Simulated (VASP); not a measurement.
All values below come from r2SCAN meta-GGA, VASP's PBE PAW potentials (set 64) (plane waves; VASP 6.6.1). Each cell was relaxed at this level, without spin-orbit coupling.

**Question.** Which of these comes out without a gap?
(A) MgH2, P4_2/mnm (136)
(B) CdTe, F-43m (216)
(C) Sr, Fm-3m (225)
(D) CsCl, Pm-3m (221)

**Answer.** C, Sr, Fm-3m (225). The others have gaps of 5.91 eV (CsCl, Pm-3m (221)), 4.39 eV (MgH2, P4_2/mnm (136)), 1.17 eV (CdTe, F-43m (216)).
